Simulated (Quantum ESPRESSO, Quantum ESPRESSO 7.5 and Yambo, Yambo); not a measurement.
**Quasiparticle gap of CdTe (F-43m) in Yambo**

How does a plane-wave GW calculation on CdTe (F-43m) run from the first input to the gap?

Main program and level: Quantum ESPRESSO 7.5 and Yambo 5.3.0; PBE and many-body steps on it, plane waves.

**The experiments to reproduce.**

- Gap 1.32 ± 0.02 eV: direct optical gap from Tauc analysis, 2.5 h deposition; UV-vis diffuse reflectance; film (electrodeposited 2.5 h on FTO, nearly stoichiometric) (“Electrodeposition of CdTe Thin Films for Solar Energy Water Splitting”, 2020, pmc:7177234).

- Gap 1.592 eV: near-band-edge L1 bound-exciton energy extrapolated to 0 K (Varshni), slightly below the true gap; temperature-dependent photoluminescence; 0 K; bulk crystal (vertical Bridgman single crystal) (“Photoluminescence characteristics of Cd1-xMnxTe single crystals grown by the vertical Bridgman method”, 2012, pmc:3275455).

- Gap 1.48 ± 0.02 eV: direct optical gap from Tauc analysis, 1.5 h deposition; UV-vis diffuse reflectance; film (electrodeposited 1.5 h on FTO, Te-rich) (“Electrodeposition of CdTe Thin Films for Solar Energy Water Splitting”, 2020, pmc:7177234).

### 1. Set-up

It takes space group F-43m (No. 216, cubic). Conventional cell: a = 6.480 Å, b = 6.480 Å, c = 6.480 Å, α = 90.00°, β = 90.00°, γ = 90.00°. Cd has 4 Te at 2.81 Å nearest. Nearest to Te lie 4 Cd at 2.81 Å. Farther neighbours and most contacts between anions are not listed.

As a file:

```cif
data_structure
_symmetry_space_group_name_H-M 'F-43m'
_symmetry_Int_Tables_number 216
_cell_length_a 6.4800
_cell_length_b 6.4800
_cell_length_c 6.4800
_cell_angle_alpha 90.000
_cell_angle_beta 90.000
_cell_angle_gamma 90.000
_cell_volume 272.10
loop_
_atom_site_label
_atom_site_type_symbol
_atom_site_symmetry_multiplicity
_atom_site_Wyckoff_symbol
_atom_site_fract_x
_atom_site_fract_y
_atom_site_fract_z
_atom_site_occupancy
Cd1 Cd 4 a 0.00000 0.00000 0.00000 1
Te1 Te 4 d 0.25000 0.25000 0.75000 1
```

The cell and positions come from the Crystallography Open Database and are kept as given unless a step says otherwise. Spin-orbit coupling is left out unless a step names it.

### 2. Ground state

This step: Quantum ESPRESSO 7.5; DFT, PBE, plane waves, norm-conserving pseudopotentials.

The ground-state density comes first.

pw.in

```
&control
  calculation = 'scf'
  prefix = 'x'
  outdir = 'o'
  pseudo_dir = 'pseudo'
/
&system
  ibrav = 0
  nat = 2
  ntyp = 2
  ecutwfc = 94.0
  nbnd = 27
  force_symmorphic = .true.
/
&electrons
  conv_thr = 1e-10
  electron_maxstep = 80
  mixing_beta = 0.5
/
ATOMIC_SPECIES
  Cd 112.41 Cd.upf
  Te 127.6 Te.upf
CELL_PARAMETERS angstrom
  0.0000000000 3.2400000000 3.2400000000
  3.2400000000 0.0000000000 3.2400000000
  3.2400000000 3.2400000000 0.0000000000
ATOMIC_POSITIONS crystal
  Cd 0.0000000000 0.0000000000 0.0000000000
  Te 0.2500000000 0.2500000000 0.2500000000
K_POINTS automatic
  6 6 6 0 0 0
```

Launch:

```
OMP_NUM_THREADS=1 mpirun -n 4 pw.x -nk 4 -in pw.in > pw.out
```

What it wrote:

```text
Program PWSCF v.7.5 starts

     This program is part of the open-source Quantum ESPRESSO suite
     for quantum simulation of materials; please cite
         "P. Giannozzi et al., J. Phys.:Condens. Matter 21 395502 (2009);
         "P. Giannozzi et al., J. Phys.:Condens. Matter 29 465901 (2017);
         "P. Giannozzi et al., J. Chem. Phys. 152 154105 (2020);
     in publications or presentations arising from this work. More details at
     Message from routine setup:
     using ibrav=0 with symmetry is DISCOURAGED, use correct ibrav instead

     G-vector sticks info

     bravais-lattice index     =            0
     lattice parameter (alat)  =       8.6588  a.u.
     unit-cell volume          =     459.0517 (a.u.)^3
     number of atoms/cell      =            2
     number of atomic types    =            2
     number of electrons       =        44.00
     number of Kohn-Sham states=           27
     kinetic-energy cutoff     =      94.0000  Ry
     charge density cutoff     =     376.0000  Ry
     scf convergence threshold =      1.0E-10
     mixing beta               =       0.5000
     number of iterations used =            8  plain     mixing
     Exchange-correlation= PBE
                           (   1   4   3   4   0   0   0)

     celldm(1)=   8.658823  celldm(2)=   0.000000  celldm(3)=   0.000000
     celldm(4)=   0.000000  celldm(5)=   0.000000  celldm(6)=   0.000000

     crystal axes: (cart. coord. in units of alat)
               a(1) = (   0.000000   0.707107   0.707107 )
               a(2) = (   0.707107   0.000000   0.707107 )
               a(3) = (   0.707107   0.707107   0.000000 )

     reciprocal axes: (cart. coord. in units 2 pi/alat)
               b(1) = ( -0.707107  0.707107  0.707107 )
               b(2) = (  0.707107 -0.707107  0.707107 )
               b(3) = (  0.707107  0.707107 -0.707107 )
     Pseudo is Norm-conserving + core correction, Zval = 20.0
     Generated using ONCVPSP code by D. R. Hamann
     Using radial grid of 1368 points,  6 beta functions with:
     Pseudo is Norm-conserving + core correction, Zval = 24.0
     Generated using ONCVPSP code by D. R. Hamann
     Using radial grid of 1294 points,  8 beta functions with:
     Cd               20.00   112.41000     Cd( 1.00)
     Te               24.00   127.60000     Te( 1.00)

     24 Sym. Ops. (no inversion) found

   Cartesian axes

     site n.     atom                  positions (alat units)
         1        Cd     tau(   1) = (   0.0000000   0.0000000   0.0000000  )
         2        Te     tau(   2) = (   0.3535534   0.3535534   0.3535534  )

     number of k points=    16
                       cart. coord. in units 2pi/alat
        k(    1) = (   0.0000000   0.0000000   0.0000000), wk =   0.0092593
        k(    2) = (   0.1178511   0.1178511  -0.1178511), wk =   0.0740741
        k(    3) = (   0.2357023   0.2357023  -0.2357023), wk =   0.0740741
        k(    4) = (  -0.3535534  -0.3535534   0.3535534), wk =   0.0370370
        k(    5) = (   0.2357023   0.0000000  -0.0000000), wk =   0.0555556
        k(    6) = (   0.3535534   0.1178511  -0.1178511), wk =   0.2222222
        k(    7) = (  -0.2357023  -0.4714045   0.4714045), wk =   0.2222222
        k(    8) = (  -0.1178511  -0.3535534   0.3535534), wk =   0.2222222
        k(    9) = (   0.0000000  -0.2357023   0.2357023), wk =   0.1111111
        k(   10) = (   0.4714045   0.0000000  -0.0000000), wk =   0.0555556
     [... 4 further rows ...]
        k(   15) = (  -0.1178511  -0.3535534   0.5892557), wk =   0.2222222
        k(   16) = (  -0.7071068   0.2357023   0.0000000), wk =   0.1111111

     Dense  grid:    56833 G-vectors     FFT dimensions: (  54,  54,  54)

     Initial potential from superposition of free atoms

     starting charge      43.9996, renormalised to      44.0000
     Starting wfcs are   23 randomized atomic wfcs +    4 random wfcs

     per-process dynamical memory:    48.1 Mb

     Self-consistent Calculation

     iteration #  1     ecut=    94.00 Ry     beta= 0.50

     Threshold (ethr) on eigenvalues was too large:
     Diagonalizing with lowered threshold

     total energy              =    -911.71303440 Ry
     estimated scf accuracy    <       0.05445599 Ry

     iteration #  2     ecut=    94.00 Ry     beta= 0.50

     total energy              =    -911.72582198 Ry
     estimated scf accuracy    <       0.00649679 Ry

     iteration #  3     ecut=    94.00 Ry     beta= 0.50

     total energy              =    -911.72678033 Ry
     estimated scf accuracy    <       0.00078054 Ry

     iteration #  4     ecut=    94.00 Ry     beta= 0.50

     total energy              =    -911.72684356 Ry
     estimated scf accuracy    <       0.00003914 Ry

     iteration #  5     ecut=    94.00 Ry     beta= 0.50

     total energy              =    -911.72684964 Ry
     estimated scf accuracy    <       0.00000207 Ry

     iteration #  6     ecut=    94.00 Ry     beta= 0.50

     total energy              =    -911.72685028 Ry
     estimated scf accuracy    <       0.00000020 Ry

     iteration #  7     ecut=    94.00 Ry     beta= 0.50

     total energy              =    -911.72685033 Ry
     estimated scf accuracy    <       0.00000004 Ry

     iteration #  8     ecut=    94.00 Ry     beta= 0.50

     total energy              =    -911.72685034 Ry
     estimated scf accuracy    <          1.3E-09 Ry

     iteration #  9     ecut=    94.00 Ry     beta= 0.50

     End of self-consistent calculation

          k = 0.0000 0.0000 0.0000 (  7119 PWs)   bands (ev):

  -150.4559-100.4825-100.4825-100.4825 -93.9053 -54.9601 -54.9601 -54.9601
   -27.7572 -27.7572 -27.7572 -27.7493 -27.7493  -2.9059  -0.0114  -0.0114
    -0.0114   0.2489   0.2489   8.2696   8.2696   8.2696   9.0401  12.8896
    12.8896  12.8896  15.7323

          k = 0.1179 0.1179-0.1179 (  7099 PWs)   bands (ev):

  -150.4559-100.4825-100.4825-100.4825 -93.9053 -54.9601 -54.9601 -54.9601
   -27.7572 -27.7571 -27.7571 -27.7493 -27.7493  -2.8061   0.0073   0.0073
     0.0721   0.2477   0.2477   6.5355   8.0422   8.0422  10.1291  13.0047
    13.2280  13.2280  16.8030

          k = 0.2357 0.2357-0.2357 (  7072 PWs)   bands (ev):

  -150.4559-100.4825-100.4825-100.4825 -93.9053 -54.9602 -54.9601 -54.9601
   -27.7572 -27.7569 -27.7569 -27.7492 -27.7492  -2.6065   0.0395   0.0395
     0.2517   0.2517   0.3518   4.6935   7.6614   7.6614  10.2025  13.5145
    13.5145  14.5341  16.3414

          k =-0.3536-0.3536 0.3536 (  7120 PWs)   bands (ev):

     [... further k-points ...]

     highest occupied, lowest unoccupied level (ev):     8.2696    9.0401

!    total energy              =    -911.72685034 Ry
     estimated scf accuracy    <          4.7E-11 Ry

     The total energy is the sum of the following terms:
     one-electron contribution =    -703.52208015 Ry
     hartree contribution      =     340.89972353 Ry
     xc contribution           =    -120.80708531 Ry
     ewald contribution        =    -428.29740841 Ry

     convergence has been achieved in   9 iterations

     XML data file, charge density, pseudopotentials, collected wavefunctions

=------------------------------------------------------------------------------=
   JOB DONE.
=------------------------------------------------------------------------------=
```

The job ended after 18 s (4 MPI ranks of Arm Neoverse V1, shared host; peak memory 0.39 GiB).

Numbers from this step:

* total energy: -12404.6757 eV
* gap: 0.7705 eV
* k of the valence top: 0, 0, 0
* k of the conduction bottom: 0, 0, 0
* least direct gap: 0.7705 eV

The gap is direct, at Γ.

### 3. Bands along the symmetry lines

Levels along a band path, at the cheap level, show where the edges lie and whether the meshes to come will hold them.

pw.in

```
&control
  calculation = 'bands'
  prefix = 'x'
  outdir = 'o'
  pseudo_dir = 'pseudo'
/
&system
  ibrav = 0
  nat = 2
  ntyp = 2
  ecutwfc = 94.0
  nbnd = 28
  force_symmorphic = .true.
/
&electrons
  conv_thr = 1e-9
  electron_maxstep = 80
  diago_full_acc = .true.
  diago_thr_init = 5e-6
/
ATOMIC_SPECIES
  Cd 112.41 Cd.upf
  Te 127.6 Te.upf
CELL_PARAMETERS angstrom
  0.0000000000 3.2400000000 3.2400000000
  3.2400000000 0.0000000000 3.2400000000
  3.2400000000 3.2400000000 0.0000000000
ATOMIC_POSITIONS crystal
  Cd 0.0000000000 0.0000000000 0.0000000000
  Te 0.2500000000 0.2500000000 0.2500000000
K_POINTS crystal
  50
  0.00000000 0.00000000 0.00000000 1
  -0.06250000 -0.06250000 0.00000000 1
  -0.12500000 -0.12500000 0.00000000 1
  -0.18750000 -0.18750000 0.00000000 1
  -0.25000000 -0.25000000 0.00000000 1
  -0.31250000 -0.31250000 0.00000000 1
  -0.37500000 -0.37500000 0.00000000 1
  -0.43750000 -0.43750000 0.00000000 1
  -0.50000000 -0.50000000 0.00000000 1
  -0.48437500 -0.48437500 0.03125000 1
  -0.46875000 -0.46875000 0.06250000 1
  -0.45312500 -0.45312500 0.09375000 1
  -0.43750000 -0.43750000 0.12500000 1
  -0.42187500 -0.42187500 0.15625000 1
  -0.40625000 -0.40625000 0.18750000 1
  -0.39062500 -0.39062500 0.21875000 1
  -0.37500000 -0.37500000 0.25000000 1
  -0.37500000 0.00000000 0.37500000 1
  -0.32812500 0.00000000 0.32812500 1
  -0.28125000 0.00000000 0.28125000 1
  -0.23437500 0.00000000 0.23437500 1
  -0.18750000 0.00000000 0.18750000 1
  -0.14062500 0.00000000 0.14062500 1
  -0.09375000 0.00000000 0.09375000 1
  -0.04687500 0.00000000 0.04687500 1
  0.00000000 0.00000000 0.00000000 1
  0.00000000 0.00000000 0.06250000 1
  0.00000000 0.00000000 0.12500000 1
  0.00000000 0.00000000 0.18750000 1
  0.00000000 0.00000000 0.25000000 1
  0.00000000 0.00000000 0.31250000 1
  0.00000000 0.00000000 0.37500000 1
  0.00000000 0.00000000 0.43750000 1
  0.00000000 0.00000000 0.50000000 1
  -0.06250000 -0.03125000 0.46875000 1
  -0.12500000 -0.06250000 0.43750000 1
  -0.18750000 -0.09375000 0.40625000 1
  -0.25000000 -0.12500000 0.37500000 1
  -0.31250000 -0.15625000 0.34375000 1
  -0.37500000 -0.18750000 0.31250000 1
  -0.43750000 -0.21875000 0.28125000 1
  -0.50000000 -0.25000000 0.25000000 1
  -0.50000000 -0.28125000 0.21875000 1
  -0.50000000 -0.31250000 0.18750000 1
  -0.50000000 -0.34375000 0.15625000 1
  -0.50000000 -0.37500000 0.12500000 1
  -0.50000000 -0.40625000 0.09375000 1
  -0.50000000 -0.43750000 0.06250000 1
  -0.50000000 -0.46875000 0.03125000 1
  -0.50000000 -0.50000000 0.00000000 1
```

What it wrote:

```text
[banner, memory and clock lines left out]
Program PWSCF v.7.5 starts

     Atomic positions and unit cell read from directory:
     o/x.save/

     Message from routine setup:
     using ibrav=0 with symmetry is DISCOURAGED, use correct ibrav instead

     G-vector sticks info

     bravais-lattice index     =            0
     lattice parameter (alat)  =       8.6588  a.u.
     unit-cell volume          =     459.0517 (a.u.)^3
     number of atoms/cell      =            2
     number of atomic types    =            2
     number of electrons       =        44.00
     number of Kohn-Sham states=           28
     kinetic-energy cutoff     =      94.0000  Ry
     charge density cutoff     =     376.0000  Ry
     Exchange-correlation= PBE
                           (   1   4   3   4   0   0   0)

     celldm(1)=   8.658823  celldm(2)=   0.000000  celldm(3)=   0.000000
     celldm(4)=   0.000000  celldm(5)=   0.000000  celldm(6)=   0.000000

     crystal axes: (cart. coord. in units of alat)
               a(1) = (   0.000000   0.707107   0.707107 )
               a(2) = (   0.707107   0.000000   0.707107 )
               a(3) = (   0.707107   0.707107   0.000000 )

     reciprocal axes: (cart. coord. in units 2 pi/alat)
               b(1) = ( -0.707107  0.707107  0.707107 )
               b(2) = (  0.707107 -0.707107  0.707107 )
               b(3) = (  0.707107  0.707107 -0.707107 )
     Pseudo is Norm-conserving + core correction, Zval = 20.0
     Generated using ONCVPSP code by D. R. Hamann
     Using radial grid of 1368 points,  6 beta functions with:
     Pseudo is Norm-conserving + core correction, Zval = 24.0
     Generated using ONCVPSP code by D. R. Hamann
     Using radial grid of 1294 points,  8 beta functions with:
     Cd               20.00   112.41000     Cd( 1.00)
     Te               24.00   127.60000     Te( 1.00)

     24 Sym. Ops. (no inversion) found

   Cartesian axes

     site n.     atom                  positions (alat units)
         1        Cd     tau(   1) = (   0.0000000   0.0000000   0.0000000  )
         2        Te     tau(   2) = (   0.3535534   0.3535534   0.3535534  )

     number of k points=    50
                       cart. coord. in units 2pi/alat
        k(    1) = (   0.0000000   0.0000000   0.0000000), wk =   0.0400000
        k(    2) = (   0.0000000   0.0000000  -0.0883883), wk =   0.0400000
        k(    3) = (   0.0000000   0.0000000  -0.1767767), wk =   0.0400000
[...]
[... 38 further rows ...]
        k(   49) = (   0.0441942  -0.0000000  -0.7071068), wk =   0.0400000
        k(   50) = (   0.0000000   0.0000000  -0.7071068), wk =   0.0400000

     Dense  grid:    56833 G-vectors     FFT dimensions: (  54,  54,  54)

     The potential is recalculated from file :
     o/x.save/charge-density

     Starting wfcs are   23 randomized atomic wfcs +    5 random wfcs

     Band Structure Calculation

     End of band structure calculation

          k = 0.0000 0.0000 0.0000 (  7119 PWs)   bands (ev):

  -150.4559-100.4824-100.4824-100.4824 -93.9054 -54.9602 -54.9602 -54.9602
   -27.7572 -27.7572 -27.7572 -27.7493 -27.7493  -2.9059  -0.0114  -0.0114
    -0.0114   0.2488   0.2488   8.2696   8.2696   8.2696   9.0401  12.8896
    12.8896  12.8896  15.7323  17.7426

          k = 0.0000 0.0000-0.0884 (  7055 PWs)   bands (ev):

  -150.4559-100.4824-100.4824-100.4824 -93.9054 -54.9602 -54.9602 -54.9602
   -27.7572 -27.7570 -27.7570 -27.7493 -27.7492  -2.8857  -0.0057  -0.0057
[...]
13.0421  13.0421  16.0292  16.9638

          k = 0.0000 0.0000-0.1768 (  7075 PWs)   bands (ev):

  -150.4559-100.4824-100.4824-100.4824 -93.9054 -54.9602 -54.9602 -54.9602
[...]
13.4575  13.4575  15.9608  16.8536

          k =-0.0000 0.0000-0.2652 (  7055 PWs)   bands (ev):

[...]
k = 0.0000 0.0000-0.3536 (  7059 PWs)   bands (ev):

[...]
k = 0.0000-0.0000-0.4419 (  7059 PWs)   bands (ev):

[...]
k =-0.0000 0.0000-0.5303 (  7055 PWs)   bands (ev):

[...]
k = 0.0000-0.0000-0.6187 (  7071 PWs)   bands (ev):

[...]
k = 0.5303-0.0000-0.5303 (  7030 PWs)   bands (ev):

[...]
k = 0.0000 0.0000 0.0000 (  7119 PWs)   bands (ev):

[...]
k = 0.1326 0.0000-0.7071 (  7056 PWs)   bands (ev):

[...]
k = 0.0884-0.0000-0.7071 (  7054 PWs)   bands (ev):

[...]
k = 0.0442-0.0000-0.7071 (  7066 PWs)   bands (ev):

  -150.4559-100.4824-100.4824-100.4824 -93.9054 -54.9602 -54.9602 -54.9602
[...]
16.9418  17.2513  17.5044  19.2383

          k = 0.0000 0.0000-0.7071 (  7078 PWs)   bands (ev):

  -150.4559-100.4824-100.4824-100.4824 -93.9054 -54.9603 -54.9602 -54.9602
   -27.7578 -27.7566 -27.7566 -27.7494 -27.7490  -2.3880   0.1439   0.1529
     0.1529   0.2791   0.7400   3.9680   6.4086   6.4086  10.8859  10.9507
    17.0978  17.4167  17.4167  19.2021

     XML data file, pseudopotentials, collected wavefunctions
```

The job ended after 14 s (4 MPI ranks; peak memory 0.31 GiB; 54 s of CPU time).

Numbers from this step:

- gap: 0.7705 eV
- k of the valence top: 0, 0, 0
- k of the conduction bottom: 0, 0, 0
- least direct gap: 0.7705 eV

The gap is 0.770 eV, as in the run before at this level.

The electronic bands at the labelled points (eV, zero at the top of the highest filled band):

```tsv
point	band 19	band 20	band 21	band 22	band 23	band 24	band 25	band 26
Γ	-8.02	0.00	0.00	0.00	0.77	4.62	4.62	4.62
halfway	-7.99	-2.66	-1.08	-1.08	2.95	3.34	6.49	6.49
X	-7.53	-4.30	-1.86	-1.86	2.62	2.68	8.83	9.15
halfway	-7.51	-4.27	-2.15	-1.78	2.72	3.25	8.10	8.50
U	-7.48	-4.20	-2.55	-1.54	2.91	4.53	7.36	7.48
jump to K	-7.48	-4.20	-2.55	-1.54	2.91	4.53	7.36	7.48
halfway	-7.96	-3.01	-1.49	-0.45	2.83	4.89	5.33	5.45
Γ	-8.02	0.00	0.00	0.00	0.77	4.62	4.62	4.62
halfway	-8.02	-2.72	-0.43	-0.43	1.99	5.17	5.17	5.37
L	-7.67	-4.42	-0.77	-0.77	1.82	5.21	5.21	7.07
halfway	-7.57	-4.23	-2.06	-1.26	3.24	4.61	5.99	7.21
W	-7.45	-4.18	-2.32	-2.19	4.26	4.69	5.57	6.32
halfway	-7.49	-4.24	-2.10	-2.04	3.32	3.32	7.47	7.56
X	-7.53	-4.30	-1.86	-1.86	2.62	2.68	8.83	9.15
```

The electronic bands as a text plot (rows in eV, shown from -8.0 to 6.8 only):

```
    6.5 |     ++            ++                 +         ++++
    5.8 |    +              ++++             ++      ++++ ++
    5.2 |  ++              ++++++++++      ++++++++++    +
    4.6 |++               +     ++++++++++++        ++++++++
    4.0 |  ++            +                              +++++
    3.4 |    +++++     ++   ++++                      ++     +
    2.8 |    +++++++++++++++    +                    +        +++
    2.2 |  ++                    ++++      +++++  +++
    1.5 | +                          +   ++     ++
    0.9 |+                            +++
    0.3 |
   -0.3 |****                   ***************
   -0.9 |    ***            **** **      **    *******
   -1.5 |  **   ***** ******    *  **               *****
   -2.2 |    *       ****   **** **        *          ***********
   -2.8 |     **         ***    *           *
   -3.4 |       **            **             **
   -4.0 |         ************                 **    ************
   -4.6 |                                        ****
   -5.2 |
   -5.8 |
   -6.5 |
   -7.1 |
   -7.7 |     *******************            ********************
         Γ           X  U|K            Γ         L        W     X
```

(Part 1 of 2 ends here.)

[Paths, hosts, dates, memory and timing lines, banners, echoed tables and standing remarks are left out of the program output.]

[Logs are printed without paths, hosts, clocks, repeated set-up lines and the standing remarks that a program may print on its own settings, such as how far it seeks lower states.]

[Runs of the session that timed out or met a known fault of the program may be left out.]

[Hosts, paths, dates, database ids (printed as entryN), source tags and the programs' standing remarks are cut or masked in the printed files.]
